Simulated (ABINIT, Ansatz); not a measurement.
# Quasiparticle gap of KCl (Sylvite) in ABINIT, part 3 of 3

How does a plane-wave GW calculation on KCl (Sylvite) run from the first input to the gap?

ABINIT 10.8.3; PBE and many-body steps on it, plane waves. Known limits of the many-body steps: not at the basis limit.

So far. Step 4 (Empty states on the mesh, 4×4×4 mesh, 70 bands): On this mesh the gap is 5.189 eV. Step 5 (Screening, 4×4×4 mesh, 64 bands, screening to 119.7 eV): Local fields lower ε∞ by 16 %.

## 6. Self-energy, 4×4×4 mesh, 64 bands, screening to 119.7 eV

The self-energy is evaluated for the states that the input lists, and the levels follow from it, in one-shot runs by the linearised quasiparticle equation.

This step: G0W0 on PBE, plane waves, norm-conserving pseudopotentials.

Contents of run.abi:

```
acell 3*1.0 Angstrom
rprim 
  -0.000000000000 3.146470000000 3.146470000000
  3.146470000000 0.000000000000 3.146470000000
  3.146470000000 3.146470000000 -0.000000000000
ntypat 2
znucl 19 17
natom 2
typat 1 2
xred 
  0.000000000000 0.000000000000 0.000000000000
  0.500000000000 0.500000000000 0.500000000000
pp_dirpath "pseudos"
pseudos "K.upf, Cl.upf"
ecut 33
ngkpt 4 4 4
nshiftk 1
shiftk 0 0 0
kptopt 1
chksymbreak 0
istwfk *1
occopt 1
irdwfk 1
optdriver 4
nband 64
gwcalctyp 0
ecutsigx 33
symsigma 1
nkptgw 1
kptgw 
  0.0000000000 0.0000000000 0.0000000000
bdgw 
  6 12
ecuteps 4.4
irdscr 1
ppmodel 1
indata_prefix "in"
outdata_prefix "out"
tmpdata_prefix "tmp"
```

Started as:

```bash
> OMP_NUM_THREADS=1 mpirun -n 4 abinit run.abi > log
```

Numbers of over 12 decimals in the logs are rounded to 6 here.

What it wrote:

```text
.Version 10.8.3 of ABINIT. v10.8.2 released Aug 2026.

 Symmetries : space group Fm -3 m (#225); Bravais cF (face-center cubic)
[... echo of the input left out ...]
== DATASET  1 ==================================================================
-   mpi_nproc: 4, omp_nthreads: 1 (-1 if OMP is not activated)

--- !DatasetInfo
iteration_state: {dtset: 1, }
dimensions: {natom: 2, nkpt: 8, mband: 64, nsppol: 1, nspinor: 1, nspden: 1, mpw: 3839, }
cutoff_energies: {ecut:  33.0, pawecutdg:  -1.0, }
electrons: {nelect:   1.60000000E+01, charge:   0.00000000E+00, occopt:   1.00000000E+00, tsmear:   1.00000000E-02, }

 SIGMA: Calculation of the GW corrections

 Based on a program developped by R.W. Godby, V. Olevano, G. Onida, and L. Reining.
 Incorporated in ABINIT by V. Olevano, G.-M. Rignanese, and M. Torrent.
.Using double precision arithmetic ; gwpc =  8

[... cell and pseudopotentials left out ...]
--------------------------------------------------------------------------------

 ==== K-mesh for the wavefunctions ====
 Number of points in the irreducible wedge :     8
[... list of points left out ...]
 Together with 48 symmetry operations and time-reversal symmetry
 yields    64 points in the full Brillouin Zone.

 ==== Q-mesh for screening function ====
 Number of points in the irreducible wedge :     8
[... list of points left out ...]
 Together with 48 symmetry operations and time-reversal symmetry
 yields    64 points in the full Brillouin Zone.

 vcoul_init : cutoff-mode = AUXILIARY_FUNCTION
 q-points for optical limit:   1
     1)      0.000010    0.000020    0.000030
 setmesh: FFT mesh size selected  =    45x   45x   45
          total number of points  =        91125

 Number of electrons calculated from density =   16.0000; Expected =   16.0000
 average of density, n =  0.038056
 r_s =    1.8443
 omega_plasma =   18.8177 [eV]

 === KS Band Gaps ===
  >>>> For spin  1
   Minimum direct gap =   5.1895 [eV], located at k-point      :   0.0000  0.0000  0.0000
   Fundamental gap    =   5.1895 [eV], Top of valence bands at :   0.0000  0.0000  0.0000
                                       Bottom of conduction at :   0.0000  0.0000  0.0000
 SIGMA fundamental parameters:
 PLASMON POLE MODEL  1
 number of plane-waves for SigmaX                 3839
 number of plane-waves for SigmaC and W            169
 number of plane-waves for wavefunctions          3839
 number of bands                                    64
 number of independent spin polarizations            1
 number of spinorial components                      1
 number of k-points in IBZ                           8
 number of q-points in IBZ                           8
 number of symmetry operations                      48
 number of k-points in BZ                           64
 number of q-points in BZ                           64
 number of frequencies for dSigma/dE                 9
 frequency step for dSigma/dE [eV]                0.25
 number of omega for Sigma on real axis              0
 max omega for Sigma on real axis  [eV]           0.00
 zcut for avoiding poles [eV]                     0.10

 EPSILON^-1 parameters (SCR file):
 dimension of the eps^-1 matrix on file            169
 dimension of the eps^-1 matrix used               169
 number of plane-waves for wavefunctions          3839
 number of bands                                    64
 number of q-points in IBZ                           8
 number of frequencies                               2
 number of real frequencies                          1
 number of imag frequencies                          1

 matrix elements of self-energy operator (all in [eV])

 Perturbative Calculation

--- !SelfEnergy_ee
iteration_state: {dtset: 1, }
kpoint     : [   0.000,    0.000,    0.000, ]
spin       : 1
KS_gap     :    5.190
QP_gap     :    7.920
Delta_QP_KS:    2.731
data: !SigmaeeData |
     Band     E0 <VxcDFT>   SigX SigC(E0)      Z dSigC/dE  Sig(E)    E-E0       E
        6  -0.231 -14.148 -18.664   2.208   0.813  -0.230 -16.026  -1.878  -2.109
        7  -0.231 -14.148 -18.664   2.208   0.813  -0.230 -16.026  -1.878  -2.109
        8  -0.231 -14.148 -18.664   2.208   0.813  -0.230 -16.026  -1.878  -2.109
        9   4.958  -6.955  -3.245  -2.735   0.875  -0.143  -6.102   0.853   5.811
       10   8.135  -8.956  -4.051  -2.728   0.872  -0.147  -7.059   1.897  10.033
       11   8.135  -8.956  -4.051  -2.728   0.872  -0.147  -7.059   1.897  10.033
       12   8.135  -8.956  -4.051  -2.728   0.872  -0.147  -7.059   1.897  10.033

== END DATASET(S) ==============================================================
================================================================================

 -outvars: echo values of variables after computation  --------
           etotal      0.0000000000E+00
            nband          64
             nkpt           8
          spgroup         225
 [... the other variables as echoed above ...]

 Calculation completed.
```

It took 3.4 s on 4 MPI ranks of Arm Neoverse V2, shared host; peak memory 0.64 GiB; 13 s of CPU time.

Numbers from this step:

```
G0W0 gap on the points computed              : 7.92 eV
starting gap on the mesh                     : 5.189 eV
k of the valence top                         : 0, 0, 0
k of the conduction bottom                   : 0, 0, 0
Z at the valence top                         : 0.813
Z at the conduction bottom                   : 0.875
least direct G0W0 gap on the computed points : 7.92 eV
```

The gap on the mesh goes from 5.19 eV to 7.92 eV, a correction of +2.73 eV.

Limits: finite bands, cutoff and mesh. v1 is the top filled band, c1 the lowest empty one. Levels before and after the correction, in eV, zero at the valence-band top of each column:

```
           conduction bottom  valence top
Kohn-Sham               5.19         0.00
     G0W0               7.92         0.00
```

```
             level  energy (eV)
Kohn-Sham  Γ v3-v1        0.000
Kohn-Sham     Γ c1        5.189
Kohn-Sham  Γ c2-c4        8.366
     G0W0  Γ v3-v1        0.000
     G0W0     Γ c1        7.920
     G0W0  Γ c2-c4       12.142
```

## 7. Where the time went

Times are wall times on 4 MPI ranks of Arm Neoverse V2, shared host, good to a factor of about two.

```
                          step   time  share  memory (GiB)
                  ground state  8.7 s   17 %          0.32
bands along the symmetry lines   16 s   32 %           0.3
      empty states on the mesh   13 s   25 %           0.3
                     screening  9.7 s   19 %          0.69
                   self-energy  3.4 s    7 %          0.64
```

## 8. Outcome

| Item | Value |
| --- | --- |
| PBE gap | 5.19 eV, direct |
| G0W0 gap on the mesh | 7.92 eV |
| GW settings | 4×4×4 mesh, 64 bands, screening to 119.7 eV, Godby-Needs plasmon pole |
| known limits | not at the basis limit |

In words: G0W0 moves the gap on the mesh from 5.19 eV to 7.92 eV (+2.73 eV), with Z of 0.81 and 0.88 at the edges. Local fields lower the RPA ε∞ on this mesh from 2.58 to 2.18. Only 1 of the mesh's irreducible points was corrected, so a valley elsewhere could overtake. Bands and cutoff are finite, so the gap is not at the basis limit. The miss can reach some tenths of an eV and take either sign; the mesh is an error of its own. In the G0W0 run levels were corrected at 1 k point alone, so a gap called «on the mesh» is the least over those, and an edge elsewhere would be missed.

[Paths, hosts, dates, memory and timing lines, banners, echoed tables and standing remarks are left out of the program output.]

[Logs are printed without paths, hosts, clocks, repeated set-up lines and the standing remarks that a program may print on its own settings, such as how far it seeks lower states.]

[Runs of the session that timed out or met a known fault of the program may be left out.]

[Hosts, paths, dates, database ids (printed as entryN), source tags and the programs' standing remarks are cut or masked in the printed files.]

[G0W0 gaps are taken among the corrected bands and points alone; a level outside them can change the order at an edge.]

[Where Ansatz stands beside ABINIT at settings called matched, ABINIT's density can come from a denser mesh and the files from another edition; pairs whose starting gaps differed by over 0.03 eV were left out, so agreement reads better than it is.]
